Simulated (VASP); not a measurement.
Crystal: Pb.

```xyz
1
Lattice="0.0000 2.4750 2.4750 2.4750 0.0000 2.4750 2.4750 2.4750 0.0000" Properties=species:S:1:pos:R:3 pbc="T T T"
Pb    0.0000    0.0000    0.0000
```

| Item | Value |
| --- | --- |
| Program | VASP 6.6.1 |
| Task | relaxation of cell and atoms |
| Functional | PBE |
| Dispersion | rVV10 |
| Potentials or basis | VASP PAW PBE potentials, release 64 (Pb_d) |
| Cutoff | 600 eV |
| k mesh | 9 × 9 × 9 |
| Occupations | fermi-dirac, width 0.05 eV |
| Spin | no spin polarisation |

At the start: pressure 1.1 GPa; volume 30.32 Å³/atom.

Question: Where does the relaxation end?

Answer: Over 3 steps the energy falls by 2.4 meV/atom and the volume is 31.04 Å³/atom (+2.3 %); space group Fm-3m (No. 225, to 0.05 Å).

Step by step:
| step | energy change (eV) | largest force (eV/Å) | pressure (GPa) | volume (Å³) |
| --- | --- | --- | --- | --- |
| 1 | 0.0000 | 0.0000 | 1.10 | 30.32 |
| 2 | -0.0022 | 0.0000 | -0.30 | 31.25 |
| 3 | -0.0024 | 0.0000 | 0.00 | 31.04 |

Final structure:
```xyz
1
Lattice="0.0000 2.4943 2.4943 2.4943 0.0000 2.4943 2.4943 2.4943 0.0000" Properties=species:S:1:pos:R:3 pbc="T T T"
Pb    0.0000    0.0000    0.0000
```

The cell as given is a measured one (30.32 Å³/atom); PBE+rVV10 puts the equilibrium volume +2.3 % from it, thermal expansion not counted.
